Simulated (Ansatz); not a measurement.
Relative energies of C4H9N isomers

3 of its isomers, all singlets with charge 0: A = `C=CN(C)C`; B = cyclobutylamine `NC1CCC1`; C = pyrrolidine `C1CCNC1`.

Shapes, held fixed at every level: PBE0-D4/def2-TZVP. Flexible molecules stand in one conformer, not always the lowest. Programs: Ansatz 0.2.0.

Electronic energies in kJ/mol, without zero-point or thermal terms.

```csv
level,kind,B − A,C − A
PBE-D4/def2-TZVPP,GGA,-7.7,-57.3
r2SCAN0-D4/def2-TZVPP,global hybrid,-16.0,-69.5
wB97X-V/def2-TZVPP,range-separated hybrid,-22.7,-74.8
B2PLYP/def2-TZVPP,double hybrid,-1.9,-53.7
MP2/def2-SVP,perturbation theory,-18.9,-69.3
MP2/def2-TZVPP,perturbation theory,-21.9,-72.4
CCSD(T)/def2-SVP,coupled cluster or CI,-11.0,-63.1
CCSD(T)/CBS estimate,coupled cluster or CI,-16.6,-68.3
```

The highest level, CCSD(T)/CBS estimate, puts C lowest of these. All levels agree on that. The B − A difference spans -22.7 to -1.9 kJ/mol over the levels. The CBS estimate extrapolates MP2 from def2-TZVPP and def2-QZVPP and adds CCSD(T) − MP2 in the triple-zeta set, cores frozen.
